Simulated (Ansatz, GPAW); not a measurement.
**2H-WTe2 under arsenene, AB: converging a work function**

Aim: the settings at which the work function of 2H-WTe2 under arsenene, AB stops moving. Where a layer proves gapped, the work function hangs on where the smearing puts the Fermi level, and the band edges take its place.

Method: Ansatz plane waves; layer without images along its normal, relaxation of atoms and in-plane cell, with D3(BJ) dispersion, in the first sound run; inputs show where later runs differ, in GPAW 26.7.0 and Ansatz 0.2.0.

**1. Starting point**

The cell holds 5 atoms: 2 Te, 1 W and 2 As. Cell: a = 3.580 Å, b = 3.580 Å, c = 24.534 Å, α = 90.0°, β = 90.0°, γ = 120.0°. Regions: layer 1: 2H-WTe2, 3 atoms (2 Te and 1 W); layer 2: arsenene, 2 atoms (2 As). Vacuum lies along c.

**2. Relaxing the atoms**

The atoms are relaxed first, since the surface dipole, and with it the work function, follows the positions of the outer layers.

The input, input.yaml:

```yaml
crystal:
  lattice:
    - [3.58, 0.0, 0.0]
    - [-1.79, 3.1003709455, 0.0]
    - [0.0, 0.0, 24.5336318413]
  atoms:
    - { symbol: Te, position: [0.3333333333, 0.6666666667, 0.3260829889] }
    - { symbol: W, position: [0.0, 0.0, 0.40727015] }
    - { symbol: Te, position: [0.3333333333, 0.6666666667, 0.4884573112] }
    - { symbol: As, position: [0.0, 0.0, 0.6168524881] }
    - { symbol: As, position: [0.6666666667, 0.3333333333, 0.6739170111] }
  periodic: [true, true, false]
kpoints:
  mp_grid: { grid: [9, 9, 1] }
hamiltonian:
  xc: pbe
  dispersion: d3bj
scf:
  occupations: { method: fermi_dirac, width: 0.05 }
relax:
  f_tol: 0.01
  max_steps: 90
  cell: {}
```

Run with:

```console
$ ansatz run input.yaml --threads 4 --pin off --max-ram 8192MiB --backend cpu --events-out ev --progress --plain --runs-dir out
```

Numbers of over 12 decimals in the logs are rounded to 6 here.

The log of the run:

```text
Warning: crystal.periodic: the lattice vector that does not repeat stood 0.000° off the slab's normal, 24.534 Å along it as the deck builds it. The run solves the slab on a vector along the normal, 40.867 Å long, with every atom where it was (on the deck's vector they left 16.00 Å outside them, and the widest stretch free of ions among them is 3.15 Å). A fractional position that the run reports is one of the run's ce [...]
crystal.periodic: the lattice vector that does not repeat stood 0.000° off the slab's normal, 24.534 Å along it as the deck builds it. The run solves the slab on a vector along the normal, 40.867 Å long, with every atom where it was (on the deck's vector they left 16.00 Å outside them, and the widest stretch free of ions among them is 3.15 Å). A fractional position that the run reports is one of the run's cell, which [...]
Engine: ansatz 0.2.0, x86_64-unknown-linux-gnu
Pseudopotentials: kind: paw
Pseudopotential: Te, paw, valence charge 16, recommended cutoff 420 eV (normal), Te.paw.azcp
Pseudopotential: W, paw, valence charge 14, recommended cutoff 420 eV (normal), W.paw.azcp
Pseudopotential: As, paw, valence charge 15, recommended cutoff 420 eV (normal), As.paw.azcp
Functional definition: PBE
  parameter kappa = 0.804
  parameter beta = 0.066725
  exchange = pbe_x(kappa = kappa, mu = beta*pi^2/3)
  correlation = pbe_c(beta = beta)
Crystal: 5 atoms, lattice volume = 453.599 Å³
Basis set: ecut = 420 eV, 8699 PW (Γ), exchange–correlation on 48×48×576 points (8 copies of the dense FFT grid, shifted against one another)
Bands: 46, of which v1, the nominal top of the filled ones, is band 38 counted from 1 (37 counted from 0)
Symmetry: 6 space group operations
Space group: P3m1 (ITA 156), of the structure as read, at distance tolerance 7.7e-5 Å
k-points: 12 of 81 (time reversal used)
Non-local potential: Te, projectors of the file, l = 0: 2, l = 1: 2, l = 2: 2, l = 3: 2
Non-local potential: W, projectors of the file, l = 0: 3, l = 1: 2, l = 2: 2, l = 3: 1
Non-local potential: As, projectors of the file, l = 0: 2, l = 1: 2, l = 2: 3, l = 3: 1
PAW form: soft (Blöchl's): semilocal exchange-correlation on the pseudo side does not see the compensation charge
PAW one-centre angular grid: Te, 590 points (default); XC on 64 Gauss nodes
PAW one-centre angular grid: W, 590 points (default); XC on 64 Gauss nodes
PAW one-centre angular grid: As, 590 points (default); XC on 64 Gauss nodes
Initial density: superposition of atomic densities (neutral atoms: chi_scale 0, normalization atom), corrected by the library's trained network
Initial wavefunctions: pseudopotential atomic-orbital guess
Functional: x = pbe(κ = 0.804, μ = 0.219515), c = pbe(β = 0.066725)
SCF iter   1: F=—  HF=-34058.606315 eV  |F-HF|=—  |Δ(HF+E_count)|=         —  Δρ=2.09e-3  dr2=1.94e-1  ethr=1.77e-3  ⟨swp⟩=15.4  Hψ=3411  notcnv=0
preconditioner: auto → Resta (q_TF=auto, 2.026 Å⁻¹)  ε∞=2.5  [insulator: Δε(μ)=1.026 eV  Ē_g=7.620 eV  σ=0.050 eV  W_gap=1.00  n_scr=26 (ndim 8)  ℏωp=9.2 eV  f_vac=0.698  D(μ)=0.00/eV (n_scr^D=0)  ε∞_Penn≈2.5  vacuum switching on, ρ_ref=4.2e-3 e/Å³]
SCF iter   2: F=—  HF=-34058.644336 eV  |F-HF|=—  |Δ(HF+E_count)|=   3.80e-2  Δρ=2.98e-3  dr2=8.72e-1  ethr=2.55e-4  ⟨swp⟩=4.1  Hψ=1156  notcnv=0  defer=15  recentre
SCF iter   3: F=—  HF=-34058.592168 eV  |F-HF|=—  |Δ(HF+E_count)|=   5.22e-2  Δρ=1.39e-3  dr2=4.05e-2  ethr=2.55e-4  ⟨swp⟩=3.9  Hψ=1087  notcnv=0  defer=16
SCF iter   4: F=—  HF=-34058.591485 eV  |F-HF|=—  |Δ(HF+E_count)|=   6.83e-4  Δρ=5.94e-4  dr2=3.56e-3  ethr=5.33e-5  ⟨swp⟩=2.8  Hψ=806  notcnv=0  defer=16
SCF iter   5: F=—  HF=-34058.591771 eV  |F-HF|=—  |Δ(HF+E_count)|=   2.86e-4  Δρ=3.01e-4  dr2=6.78e-4  ethr=4.68e-6  ⟨swp⟩=2.8  Hψ=824  notcnv=0  defer=14
SCF iter   6: F=—  HF=-34058.591842 eV  |F-HF|=—  |Δ(HF+E_count)|=   7.18e-5  Δρ=1.41e-4  dr2=9.64e-5  ethr=8.92e-7  ⟨swp⟩=2.9  Hψ=763  notcnv=0  defer=14
SCF iter   7: F=—  HF=-34058.592001 eV  |F-HF|=—  |Δ(HF+E_count)|=   1.58e-4  Δρ=4.31e-5  dr2=1.24e-5  ethr=1.27e-7  ⟨swp⟩=3.8  Hψ=1177  notcnv=0  defer=14
SCF iter   8: F=—  HF=-34058.592004 eV  |F-HF|=—  |Δ(HF+E_count)|=   3.05e-6  Δρ=2.40e-5  dr2=1.32e-5  ethr=1.63e-8  ⟨swp⟩=3.0  Hψ=962  notcnv=0  defer=14
SCF iter   9: F=—  HF=-34058.592004 eV  |F-HF|=—  |Δ(HF+E_count)|=   1.18e-7  Δρ=8.03e-6  dr2=6.03e-7  ethr=1.63e-8  ⟨swp⟩=2.8  Hψ=703  notcnv=0  defer=14
SCF iter  10: F=-34058.592004 eV  HF=-34058.592004 eV  |F-HF|=5.52e-8  |Δ(HF+E_count)|=   8.16e-8  Δρ=4.31e-6  dr2=9.19e-8  ethr=1.32e-10  ⟨swp⟩=5.7  Hψ=2752  notcnv=0
WARN: dispersion: an atom stands within reach of a switch of its C6 between two reference coordination numbers of its element: through that C6 alone, e_disp changes by 0.025 eV or more while the distances to its neighbours run over a stretch of 0.05 Å that contains this geometry (sites counted from 0 in the run's list of atoms or, in a supercell that it derives, in that cell's: here a list of 5) — site 1 (W): coordination number 6.777 (about 6.40 to 7.15 with every neighbour 0.05 Å farther or nearer), switch near 6.422 between the references 10.915 (weight 1.00) and 1.929 (weight 0.00), e_disp changing by some 0.10 eV. [rest of the remark cut]
SCF 1 converged in 10 iterations: F = -34058.592004 eV  dr2 = 9.19e-8
  greatest PAW one-centre occupation: 1.000 electrons in one spin orbital (limit 2), on the W atom at site 1 (counted from 0), in its partial waves of l = 0
relax step   1: F+E_penalty+E_count = -34058.59200390 eV  Δ(F+E_penalty+E_count) = +0.000e0 eV  max|allowed force component| = 2.198e0 eV/Å  Δτ_max = 0.0000 Å  P = -6.349 N/m  Ω = 453.599 Å³  fix = [c, alpha, beta]  reactions: c -0.000 N/m  (10 SCF iters, dr2 threshold 1.00e-7 eV, accepted)
Crystal: 5 atoms, lattice volume = 448.289 Å³
Basis set: ecut = 420 eV, 8651 PW (Γ), exchange–correlation on 48×48×576 points (8 copies of the dense FFT grid, shifted against one another)
Initial density: handed on by an earlier stage of this run
Initial wavefunctions: those handed on with the density
iter 1 solved again at ethr=4.15e-4 eV; its pass at ethr=3.10e-3 eV (dr2=3.16e-1 eV) is discarded
SCF iter   1: F=—  HF=-34059.106934 eV  |F-HF|=—  |Δ(HF+E_count)|=         —  Δρ=5.95e-3  dr2=3.19e-1  ethr=4.15e-4  ⟨swp⟩=2.6  Hψ=3531  notcnv=0
preconditioner: auto → Resta (q_TF=auto, 2.030 Å⁻¹)  ε∞=2.4  [insulator: Δε(μ)=0.959 eV  Ē_g=7.975 eV  σ=0.050 eV  W_gap=1.00  n_scr=26 (ndim 8)  ℏωp=9.3 eV  f_vac=0.703  D(μ)=0.00/eV (n_scr^D=0)  ε∞_Penn≈2.4  vacuum switching on, ρ_ref=4.6e-3 e/Å³]
[...]
Crystal: 5 atoms, lattice volume = 440.004 Å³
Basis set: ecut = 420 eV, 8555 PW (Γ), exchange–correlation on 48×48×576 points (8 copies of the dense FFT grid, shifted against one another)
iter 1 solved again at ethr=1.44e-4 eV; its pass at ethr=3.10e-3 eV (dr2=1.10e-1 eV) is discarded
SCF iter   1: F=—  HF=-34059.080268 eV  |F-HF|=—  |Δ(HF+E_count)|=         —  Δρ=5.88e-3  dr2=1.11e-1  ethr=1.44e-4  ⟨swp⟩=3.0  Hψ=3782  notcnv=0
preconditioner: auto → Resta (q_TF=auto, 2.036 Å⁻¹)  ε∞=2.3  [insulator: Δε(μ)=1.087 eV  Ē_g=8.104 eV  σ=0.050 eV  W_gap=1.00  n_scr=26 (ndim 8)  ℏωp=9.4 eV  f_vac=0.710  D(μ)=0.00/eV (n_scr^D=0)  ε∞_Penn≈2.3  vacuum switching on, ρ_ref=4.8e-3 e/Å³]
SCF iter   2: F=—  HF=-34059.086053 eV  |F-HF|=—  |Δ(HF+E_count)|=   5.79e-3  Δρ=3.05e-3  dr2=1.50e-1  ethr=1.44e-4  ⟨swp⟩=3.9  Hψ=982  notcnv=0
SCF iter   3: F=—  HF=-34059.084633 eV  |F-HF|=—  |Δ(HF+E_count)|=   1.42e-3  Δρ=2.50e-3  dr2=1.26e-1  ethr=1.44e-4  ⟨swp⟩=4.1  Hψ=1045  notcnv=0  defer=12
SCF iter   4: F=—  HF=-34059.078733 eV  |F-HF|=—  |Δ(HF+E_count)|=   5.90e-3  Δρ=9.24e-4  dr2=1.47e-2  ethr=1.44e-4  ⟨swp⟩=3.0  Hψ=807  notcnv=0  defer=13
SCF iter   5: F=—  HF=-34059.077438 eV  |F-HF|=—  |Δ(HF+E_count)|=   1.30e-3  Δρ=3.41e-4  dr2=3.25e-4  ethr=1.94e-5  ⟨swp⟩=2.2  Hψ=837  notcnv=0  defer=13
SCF iter   6: F=—  HF=-34059.077554 eV  |F-HF|=—  |Δ(HF+E_count)|=   1.17e-4  Δρ=8.12e-5  dr2=5.92e-5  ethr=4.27e-7  ⟨swp⟩=3.2  Hψ=1186  notcnv=0  defer=13
SCF iter   7: F=—  HF=-34059.077560 eV  |F-HF|=—  |Δ(HF+E_count)|=   6.01e-6  Δρ=4.34e-5  dr2=2.49e-5  ethr=7.79e-8  ⟨swp⟩=3.0  Hψ=866  notcnv=0  defer=13
SCF iter   8: F=—  HF=-34059.077559 eV  |F-HF|=—  |Δ(HF+E_count)|=   7.57e-7  Δρ=1.54e-5  dr2=2.98e-6  ethr=3.28e-8  ⟨swp⟩=3.0  Hψ=784  notcnv=0  defer=13
SCF iter   9: F=-34059.077560 eV  HF=-34059.077560 eV  |F-HF|=1.48e-7  |Δ(HF+E_count)|=   3.77e-7  Δρ=6.34e-6  dr2=2.05e-7  ethr=6.58e-10  ⟨swp⟩=5.2  Hψ=2716  notcnv=0
SCF 3 converged in 9 iterations: F = -34059.077560 eV  dr2 = 2.05e-7
relax step   3: F+E_penalty+E_count = -34059.07755981 eV  Δ(F+E_penalty+E_count) = -1.997e-2 eV  max|allowed force component| = 1.980e-1 eV/Å  Δτ_max = 0.1915 Å  P = +0.510 N/m  Ω = 440.004 Å³  energy of the carried Pulay correction = +6.404e-4 eV  fix = [c, alpha, beta]  reactions: c +0.000 N/m  (9 SCF iters, dr2 threshold 5.00e-7 eV, accepted)
[...]
relax step   4: F+E_penalty+E_count = -34059.08011471 eV  Δ(F+E_penalty+E_count) = -2.555e-3 eV  max|allowed force component| = 1.261e-1 eV/Å  Δτ_max = 0.0154 Å  P = +0.039 N/m  Ω = 443.845 Å³  energy of the carried Pulay correction = +4.575e-4 eV  fix = [c, alpha, beta]  reactions: c +0.000 N/m  (8 SCF iters, dr2 threshold 5.00e-7 eV, accepted)
[...]
relax step   5: F+E_penalty+E_count = -34059.08075434 eV  Δ(F+E_penalty+E_count) = -6.396e-4 eV  max|allowed force component| = 3.999e-3 eV/Å  Δτ_max = 0.0132 Å  P = +0.014 N/m  Ω = 443.383 Å³  energy of the carried Pulay correction = +4.794e-4 eV  fix = [c, alpha, beta]  reactions: c +0.000 N/m  (7 SCF iters, dr2 threshold 5.00e-7 eV, accepted)
Initial wavefunctions: pseudopotential atomic-orbital guess (no wavefunctions were taken with the density)
iter 1 solved again at ethr=6.03e-7 eV; its pass at ethr=3.10e-3 eV (dr2=4.59e-4 eV) is discarded
SCF iter   1: F=—  HF=-34059.080182 eV  |F-HF|=—  |Δ(HF+E_count)|=         —  Δρ=1.46e-5  dr2=2.32e-7  ethr=6.03e-7  ⟨swp⟩=6.5  Hψ=5489  notcnv=0
eigensolver tolerance schedule: the retry pair's looser diagonalisation over-reported the residual by 1973.63 of it (diagonalisation noise at 0.62 of the residual, at the tolerance the schedule requests for it); recorded, not acted on — ethr = c·dr2/N_el stays at c = 1.0e-1
SCF iter   2: F=—  HF=-34059.080274 eV  |F-HF|=—  |Δ(HF+E_count)|=   9.16e-5  Δρ=7.86e-6  dr2=9.50e-8  ethr=3.06e-10  ⟨swp⟩=5.1  Hψ=1759  notcnv=0
SCF iter   3: F=—  HF=-34059.080274 eV  |F-HF|=—  |Δ(HF+E_count)|=   6.16e-8  Δρ=3.42e-6  dr2=2.97e-7  ethr=1.25e-10  ⟨swp⟩=3.5  Hψ=955  notcnv=0  recentre
SCF iter   4: F=—  HF=-34059.080274 eV  |F-HF|=—  |Δ(HF+E_count)|=   1.11e-8  Δρ=1.86e-6  dr2=6.41e-8  ethr=1.25e-10  ⟨swp⟩=2.8  Hψ=751  notcnv=0
SCF iter   5: F=—  HF=-34059.080274 eV  |F-HF|=—  |Δ(HF+E_count)|=  4.80e-10  Δρ=6.51e-7  dr2=7.24e-9  ethr=8.43e-11  ⟨swp⟩=2.8  Hψ=702  notcnv=0
SCF iter   6: F=—  HF=-34059.080274 eV  |F-HF|=—  |Δ(HF+E_count)|=  1.24e-10  Δρ=2.89e-7  dr2=4.12e-10  ethr=9.52e-12  ⟨swp⟩=3.0  Hψ=760  notcnv=0
SCF iter   7: F=—  HF=-34059.080274 eV  |F-HF|=—  |Δ(HF+E_count)|=  2.84e-10  Δρ=8.25e-8  dr2=4.22e-11  ethr=1.00e-12  ⟨swp⟩=3.2  Hψ=952  notcnv=0
SCF iter   8: F=-34059.080274 eV  HF=-34059.080274 eV  |F-HF|=1.75e-10  |Δ(HF+E_count)|=  9.46e-11  Δρ=2.33e-8  dr2=5.66e-12  ethr=1.00e-12  ⟨swp⟩=10.2  Hψ=3175  notcnv=0
SCF 6 converged in 8 iterations: F = -34059.080274 eV  dr2 = 5.66e-12
relax step   6: F+E_penalty+E_count = -34059.08027365 eV  Δ(F+E_penalty+E_count) = +4.807e-4 eV  max|allowed force component| = 4.034e-3 eV/Å  Δτ_max = 0.0000 Å  P = +0.015 N/m  Ω = 443.383 Å³  fix = [c, alpha, beta]  reactions: c +0.000 N/m  stress off target by 1.46e-2 N/m on what of the cell is left free  SCF on the basis re-selected at this cell (its energy is not comparable with the rows above)  (8 SCF iters)
basis re-selected at this cell: Δ(F+E_penalty+E_count) = +4.807e-4 eV, ΔP = +0.001 N/m vs the last step (what re-selecting the basis moved, of the pressure what is left beyond the Pulay correction that the steps carried, after the strain that the cell walked since its last selection, with what the two solves' SCF thresholds leave and, on support functions, any second-order correction that the steps lacked; it is no m [...]
SCF converged after 8 iterations
Free energy (F): -34059.080274 eV
Harris-Foulkes:  -34059.080274 eV  (|F-HF|=1.75e-10)
Internal energy: -34059.080268 eV  (E = F + TS)
E sigma→0 (E₀):  -34059.080271 eV
Entropy (-TS):   -0.000005 eV (-0.001 meV/atom)
Fermi energy:    -4.211662 eV
--- Per-component energies (eV) ---
  E_band       = -2324.738693
  E_kinetic    = 1018.302947
  E_local      = -331358.900501  (includes V_loc(G=0)·N_el)
  E_nonlocal   = -1959.716819
  E_hartree    = 165501.046415
  E_xc         = -674.186166
  E_vxc        = -605.812812  (∫ρ·V_xc dr)
  E_paw        = -21557.554890  (= ΣΔE_a)
  E_vpaw       = -420.703314  (= ΣTr[D̂ρ^β])
  E_aug_tail   = -0.000396  (compensation charges beyond the density's cutoff)
  E_ewald      = 154973.884735
  E_disp       = -1.955594  (pairwise vdW)
  E_smearing   = -0.000005  (= −TS)
  E_closure    = 0.000000  (closes the sum)
  Σ components = -34059.080274   (vs F -34059.080274, Δ=0.00e0)
--- Forces (eV/Å), atoms counted from 1 ---
  atom   1  Te    -0.00000000    -0.00000000    -0.00049104
  atom   2  W      0.00000000     0.00000000     0.00218216
  atom   3  Te    -0.00000000    -0.00000000     0.00038197
  atom   4  As     0.00000000     0.00000000    -0.00403411
  atom   5  As    -0.00000000    -0.00000000     0.00196068
  max |Σ_I F_I| component: 3.48e-7 eV/Å
--- 2D stress c σ (N/m, compression-positive) ---
        0.014601       0.000000       0.000000
       -0.000000       0.014601       0.000000
        0.000000       0.000000       0.000000
  P = ½ c Tr σ = 0.0146 N/m
--- Relaxed structure (5 steps of the walk, 5 accepted, 1 SCFs on fresh bases) ---
  F+E_penalty+E_count = -34059.08027365 eV   max|allowed force component| = 4.034e-3 eV/Å   (the final SCF, on the basis selected at the relaxed cell)
  cell:  # Å, volume = 443.3829 Å³
    - [3.539455, 0.0, 0]
    - [-1.769727, 3.065258, 0]
    - [0, 0, 40.867264]
  atoms:
    - { symbol: Te, position: [0.333333, 0.666667, 0.203121] }
    - { symbol: W, position: [-4.9339936112316103e-17, -3.4046839423927627e-17, 0.247418] }
    - { symbol: Te, position: [0.333333, 0.666667, 0.291792] }
    - { symbol: As, position: [-5.556576678878926e-17, -3.404683942392763e-17, 0.365867] }
    - { symbol: As, position: [0.666667, 0.333333, 0.400165] }
```

Elapsed: 31 s, on 4 threads of Intel Xeon Platinum 8375C at 2.90GHz (Ice Lake), shared host; peak memory 1.1 GiB.

Relaxation path:

| step | energy less that of the first step (eV) | largest force component (eV/Å) | volume (Å³) |
| --- | --- | --- | --- |
| 1 | 0.0000 | 2.1978 | 453.60 |
| 2 | -0.4656 | 0.1405 | 448.29 |
| 3 | -0.4856 | 0.1980 | 440.00 |
| 4 | -0.4881 | 0.1261 | 443.84 |
| 5 | -0.4888 | 0.0040 | 443.38 |
| 6* | -0.4883 | 0.0040 | 443.38 |

Relaxation steps marked * repeat the geometry before them on a plane-wave basis chosen anew for their cell, so energy and pressure can jump there.

Forces are held to the 6 operations that the run works with; a distortion that breaks them can't arise in this run.

| cell as run | before | after | change |
| --- | --- | --- | --- |
| a (Å) | 3.580 | 3.539 | -1.1 % |
| b (Å) | 3.580 | 3.539 | -1.1 % |

The atoms that moved most (Å, along periodic axes as changes of fractional coordinates times the final cell, across vacuum about the mean position):

| atom | dx | dy | dz | length |
| --- | --- | --- | --- | --- |
| Te1 | 0.000 | 0.000 | 0.301 | 0.301 |
| As4 | 0.000 | 0.000 | -0.182 | 0.182 |
| As5 | 0.000 | 0.000 | -0.180 | 0.180 |
| W2 | 0.000 | 0.000 | 0.119 | 0.119 |
| Te3 | 0.000 | 0.000 | -0.059 | 0.059 |

Final coordinates:

```cif
data_structure
_symmetry_space_group_name_H-M 'P 1'
_symmetry_Int_Tables_number 1
_cell_length_a 3.5395
_cell_length_b 3.5395
_cell_length_c 40.8673
_cell_angle_alpha 90.000
_cell_angle_beta 90.000
_cell_angle_gamma 120.000
_cell_volume 443.38
loop_
_atom_site_label
_atom_site_type_symbol
_atom_site_fract_x
_atom_site_fract_y
_atom_site_fract_z
_atom_site_occupancy
Te1 Te 0.33333 0.66667 0.20312 1
W2 W 0.00000 0.00000 0.24742 1
Te3 Te 0.33333 0.66667 0.29179 1
As4 As 0.00000 0.00000 0.36587 1
As5 As 0.66667 0.33333 0.40017 1
```

Numbers from this step:

- free energy: -34059.0803 eV
- gap by band count: 0.9980 eV
- symmetry operations: 6

The relaxation lowered the energy of the cell by 0.488 eV.

(Part 1 of 3 ends here.)

[Logs are printed without paths, hosts, clocks, repeated set-up lines and the standing remarks that a program may print on its own settings, such as how far it seeks lower states.]

[Hosts, paths, dates, database ids (printed as entryN), source tags and the programs' standing remarks are cut or masked in the printed files.]
